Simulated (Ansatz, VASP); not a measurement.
# Cross-check of AlGaN2 between VASP and Ansatz, part 3 of 3

One calculation is typed for both programs; each brings its own data sets. How far apart do they land? The cell is taken from a series of runs on this material, whose earlier steps may have relaxed, scaled, displaced or heated it; both programs get it as it stands.

VASP 6.6.1 and Ansatz 0.2.0.

So far: Starting point; Ansatz: zone-centre phonons, LDA; VASP: zone-centre phonons, LDA.

**3. VASP: zone-centre phonons, LDA (continued)**

Level of this step: LDA; plane waves and PAW (Al, Ga_d, N) (VASP).

Numbers of over 12 decimals in the logs are rounded to 6 here.

Parts of OUTCAR (step 3):

```text
ion  position               nearest neighbor table
   1  0.500  0.500  0.500-   3 1.88   4 1.88   3 1.88   4 1.88   2 3.11   2 3.11   2 3.11   2 3.11
                             2 3.11   2 3.11   2 3.11   2 3.11
   2  0.000  0.000  0.000-   3 1.93   4 1.93   4 1.93   3 1.93   1 3.11   1 3.11   1 3.11   1 3.11
                             1 3.11   1 3.11   1 3.11   1 3.11
   3  0.500  0.000  0.740-   1 1.88   1 1.88   2 1.93   2 1.93
   4  0.000  0.500  0.260-   1 1.88   1 1.88   2 1.93   2 1.93

  LATTYP: Found a simple tetragonal cell.
 ALAT       =     3.1152864404
 C/A-ratio  =     1.4073602790

 Subroutine GETGRP returns: Found  8 space group operations
 (whereof  8 operations were pure point group operations)

The static configuration has the point symmetry D_2d.

 Found     60 irreducible k-points:

   k-points           NKPTS =     60   k-points in BZ     NKDIM =     60   number of bands    NBANDS=     19

   dimension x,y,z NGX =    28 NGY =   28 NGZ =   36
   dimension x,y,z NGXF=    56 NGYF=   56 NGZF=   72

   ENCUT  =  600.0 eV  44.10 Ry    6.64 a.u.   6.22  6.22  8.76*2*pi/ulx,y,z

   NELECT =      26.0000    total number of electrons

 k-points in reciprocal lattice and weights: Automatic mesh
   0.00000000  0.00000000  0.00000000       0.003
   0.12500000  0.00000000  0.00000000       0.010
   0.25000000  0.00000000  0.00000000       0.010
   0.37500000  0.00000000  0.00000000       0.010
   0.50000000  0.00000000  0.00000000       0.005
   0.12500000  0.12500000  0.00000000       0.010
   0.25000000  0.12500000  0.00000000       0.021
   0.37500000  0.12500000  0.00000000       0.021
   0.50000000  0.12500000  0.00000000       0.010
[...]
0.50000000  0.37500000  0.50000000       0.010
   0.50000000  0.50000000  0.50000000       0.003

 average (electrostatic) potential at core
       1 -70.2768       2 -63.7969       3 -60.6771       4 -60.6771

 POSITION                                       TOTAL-FORCE (eV/Angst)
 -----------------------------------------------------------------------------------
      1.55764      1.55764      2.19217        -0.000000      0.000000     -0.000000
      0.00000      0.00000      0.00000         0.000000     -0.000000     -0.000000
      1.55764      0.00000      3.24463        -0.000000     -0.000000     -0.030242
      0.00000      1.55764      1.13970        -0.000000     -0.000000      0.030242
 -----------------------------------------------------------------------------------
    total drift:                                0.000000     -0.000000     -0.000000

 MACROSCOPIC STATIC DIELECTRIC TENSOR (including local field effects in DFT)
 ------------------------------------------------------
           5.075198     0.000000     0.000000
           0.000000     5.075198     0.000000
           0.000000     0.000000     5.032775
 ------------------------------------------------------

 PIEZOELECTRIC TENSOR (including local field effects)  for field in x, y, z        (C/m^2)
          XX          YY          ZZ          XY          YZ          ZX
  --------------------------------------------------------------------------------
  x     0.00000     0.00000     0.00000     0.00000     0.00000     0.83075
  y    -0.00000     0.00000     0.00000     0.00000    -0.83075     0.00000
  z     0.80768    -0.80768     0.00000     0.00000     0.00000     0.00000

 BORN EFFECTIVE CHARGES (including local field effects) (in |e|, cummulative output)
 ---------------------------------------------------------------------------------
 ion    1
    1     2.50132     0.00000     0.00000
    2     0.00000     2.50132     0.00000
    3     0.00000     0.00000     2.66756
 ion    2
    1     2.60044     0.00000     0.00000
    2     0.00000     2.60044     0.00000
    3     0.00000     0.00000     2.47062
 ion    3
    1    -2.67219     0.00000     0.00000
    2     0.00000    -2.42957     0.00000
    3     0.00000     0.00000    -2.56909
 ion    4
    1    -2.42957     0.00000     0.00000
    2     0.00000    -2.67219     0.00000
    3     0.00000     0.00000    -2.56909

 Eigenvectors and eigenvalues of the dynamical matrix
 ----------------------------------------------------

   1 f  =   21.213496 THz   133.288327 2PiTHz  707.606065 cm-1    87.731931 meV
             X         Y         Z           dx          dy          dz
      1.557643  1.557643  2.192165    -0.000000   -0.000000    0.000000
      0.000000  0.000000  0.000000     0.000000   -0.000000   -0.000000
      1.557643  0.000000  3.244630    -0.000000    0.000000   -0.707107
      0.000000  1.557643  1.139701     0.000000    0.000000    0.707107

   2 f  =   20.577486 THz   129.292155 2PiTHz  686.391034 cm-1    85.101604 meV
             X         Y         Z           dx          dy          dz
      1.557643  1.557643  2.192165    -0.332261    0.405871   -0.000000
      0.000000  0.000000  0.000000     0.009055   -0.011061    0.000000
      1.557643  0.000000  3.244630    -0.090547   -0.649349    0.000000
      0.000000  1.557643  1.139701     0.531582    0.110607   -0.000000

   3 f  =   20.577486 THz   129.292155 2PiTHz  686.391034 cm-1    85.101604 meV
             X         Y         Z           dx          dy          dz
      1.557643  1.557643  2.192165     0.405871    0.332261   -0.000000
      0.000000  0.000000  0.000000    -0.011061   -0.009055   -0.000000
      1.557643  0.000000  3.244630     0.110607   -0.531582   -0.000000
      0.000000  1.557643  1.139701    -0.649349    0.090547    0.000000

   4 f  =   19.027619 THz   119.554058 2PiTHz  634.693063 cm-1    78.691875 meV
             X         Y         Z           dx          dy          dz
      1.557643  1.557643  2.192165     0.000000    0.000000    0.633944
      0.000000  0.000000  0.000000    -0.000000    0.000000    0.092233
      1.557643  0.000000  3.244630     0.000000   -0.000000   -0.542958
      0.000000  1.557643  1.139701    -0.000000    0.000000   -0.542958

   5 f  =   17.668943 THz   111.017245 2PiTHz  589.372508 cm-1    73.072845 meV
             X         Y         Z           dx          dy          dz
      1.557643  1.557643  2.192165    -0.205042   -0.025996   -0.000000
      0.000000  0.000000  0.000000    -0.301080   -0.038172   -0.000000
      1.557643  0.000000  3.244630     0.922134    0.004316    0.000000
      0.000000  1.557643  1.139701     0.034041    0.116910   -0.000000

   6 f  =   17.668943 THz   111.017245 2PiTHz  589.372508 cm-1    73.072845 meV
             X         Y         Z           dx          dy          dz
      1.557643  1.557643  2.192165    -0.025996    0.205042    0.000000
      0.000000  0.000000  0.000000    -0.038172    0.301080    0.000000
      1.557643  0.000000  3.244630     0.116910   -0.034041   -0.000000
      0.000000  1.557643  1.139701     0.004316   -0.922134    0.000000

   7 f  =   13.383176 THz    84.088974 2PiTHz  446.414693 cm-1    55.348343 meV
             X         Y         Z           dx          dy          dz
      1.557643  1.557643  2.192165     0.000000    0.000000    0.617931
      0.000000  0.000000  0.000000    -0.000000    0.000000   -0.657445
      1.557643  0.000000  3.244630     0.000000    0.000000    0.304900
      0.000000  1.557643  1.139701     0.000000   -0.000000    0.304900

   8 f  =    7.746370 THz    48.671876 2PiTHz  258.391077 cm-1    32.036396 meV
             X         Y         Z           dx          dy          dz
      1.557643  1.557643  2.192165     0.450013   -0.512789   -0.000000
      0.000000  0.000000  0.000000    -0.389744    0.444112    0.000000
      1.557643  0.000000  3.244630    -0.037582   -0.320786    0.000000
      0.000000  1.557643  1.139701     0.281515    0.042824   -0.000000

   9 f  =    7.746370 THz    48.671876 2PiTHz  258.391077 cm-1    32.036396 meV
             X         Y         Z           dx          dy          dz
      1.557643  1.557643  2.192165    -0.512789   -0.450013    0.000000
      0.000000  0.000000  0.000000     0.444112    0.389744   -0.000000
      1.557643  0.000000  3.244630     0.042824   -0.281515    0.000000
      0.000000  1.557643  1.139701    -0.320786    0.037582    0.000000

  10 f/i=    0.002174 THz     0.013659 2PiTHz    0.072514 cm-1     0.008991 meV
             X         Y         Z           dx          dy          dz
      1.557643  1.557643  2.192165    -0.000000   -0.000000    0.465055
      0.000000  0.000000  0.000000    -0.000000   -0.000000    0.747836
      1.557643  0.000000  3.244630    -0.000000   -0.000000    0.335011
      0.000000  1.557643  1.139701    -0.000000   -0.000000    0.335011

  11 f/i=    0.004776 THz     0.030007 2PiTHz    0.159304 cm-1     0.019751 meV
             X         Y         Z           dx          dy          dz
      1.557643  1.557643  2.192165     0.461676   -0.059532    0.000000
      0.000000  0.000000  0.000000     0.741228   -0.095579    0.000000
      1.557643  0.000000  3.244630     0.332393   -0.042883    0.000000
      0.000000  1.557643  1.139701     0.332560   -0.042861    0.000000

  12 f/i=    0.004776 THz     0.030007 2PiTHz    0.159304 cm-1     0.019751 meV
             X         Y         Z           dx          dy          dz
      1.557643  1.557643  2.192165    -0.059532   -0.461676   -0.000000
      0.000000  0.000000  0.000000    -0.095579   -0.741228   -0.000000
      1.557643  0.000000  3.244630    -0.042861   -0.332560   -0.000000
      0.000000  1.557643  1.139701    -0.042883   -0.332393   -0.000000

 MACROSCOPIC STATIC DIELECTRIC TENSOR IONIC CONTRIBUTION
 ------------------------------------------------------
           3.896319    -0.000000    -0.000000
          -0.000000     3.896319     0.000000
          -0.000000     0.000000     3.972095
 ------------------------------------------------------

 ELASTIC MODULI CONTR FROM IONIC RELAXATION (kBar)
 Direction    XX          YY          ZZ          XY          YZ          ZX
 --------------------------------------------------------------------------------
 XX        -503.5472    501.7820      3.1950      0.0000      0.0000      0.0000
 YY         501.7820   -503.5472      3.1950      0.0000     -0.0000     -0.0000
 ZZ           3.1950      3.1950    -11.5655      0.0000      0.0000      0.0000
 XY           0.0000      0.0000      0.0000      0.0000      0.0000      0.0000
 YZ           0.0000     -0.0000      0.0000      0.0000   -460.6171     -0.0000
 ZX           0.0000     -0.0000      0.0000      0.0000     -0.0000   -490.6577
 --------------------------------------------------------------------------------

 PIEZOELECTRIC TENSOR IONIC CONTR  for field in x, y, z        (C/m^2)
          XX          YY          ZZ          XY          YZ          ZX
  --------------------------------------------------------------------------------
  x     0.00000    -0.00000     0.00000     0.00000    -0.00000    -1.28512
  y    -0.00000     0.00000    -0.00000     0.00000     1.25085     0.00000
  z    -1.32568     1.32568    -0.00000     0.00000     0.00000     0.00000
```

**4. Comparison**

Known differences besides the potentials themselves: the two LDA forms differ slightly; fixed occupations in Ansatz, narrow Gaussian smearing in VASP; VASP's response is taken on the typed mesh, Ansatz refines its own for the field response alone; the cutoff is 420 eV in Ansatz and 600 eV in VASP; VASP's log shows a relativistic correction to its local exchange, Ansatz's none. Total energies have different zeros and are not compared.

Both answers:

| quantity | Ansatz | VASP | difference |
| --- | --- | --- | --- |
| ε∞ xx | 5.08 | 5.08 | +0.11 % |
| ε∞ yy | 5.08 | 5.08 | +0.11 % |
| ε∞ zz | 5.06 | 5.03 | +0.62 % |
| Born charge of Al1 (mean of the diagonal) (e) | 2.58 | 2.56 | +0.02 |
| Born charge of Ga2 (mean of the diagonal) (e) | 2.56 | 2.56 | 0.00 |
| Born charge of N3 (mean of the diagonal) (e) | -2.57 | -2.56 | -0.01 |
| optical mode 1 to 2 (cm⁻¹) | 258.4 | 258.4 | +0.00 % |
| optical mode 3 (cm⁻¹) | 444.1 | 446.4 | -0.51 % |
| optical mode 4 to 5 (cm⁻¹) | 584.4 | 589.4 | -0.85 % |
| optical mode 6 (cm⁻¹) | 629.4 | 634.7 | -0.83 % |
| optical mode 7 to 8 (cm⁻¹) | 679.5 | 686.4 | -1.01 % |
| optical mode 9 (cm⁻¹) | 704.2 | 707.6 | -0.49 % |

Modes are paired by rising frequency, not by their patterns, so a pair may set unlike modes beside each other; they are those without the splitting of longitudinal modes.

**5. Outcome**

```
r.m.s. difference of the optical zone-centre modes, each program's sorted by frequency (zone-centre phonons, LDA) : 4.6 cm⁻¹
difference in optical mode 7 to 8 (zone-centre phonons, LDA)                                                      : -1.0 %
```

In words: The r.m.s. difference of the optical zone-centre modes, each program's sorted by frequency is 4.6 cm⁻¹ (zone-centre phonons, LDA). Among the rows given in per cent, the largest difference of the zone-centre phonons, LDA pair is in optical mode 7 to 8, -1.0 %. Such differences can come from data sets, numerical settings and the points named under the comparisons, not from the functional's error against experiment.

[Lines on the potential files, build, host, timing and source positions are cut from VASP's logs without a mark.]

[Logs are printed without paths, hosts, clocks, repeated set-up lines and the standing remarks that a program may print on its own settings, such as how far it seeks lower states.]

[Hosts, paths, dates, database ids (printed as entryN), source tags and the programs' standing remarks are cut or masked in the printed files.]
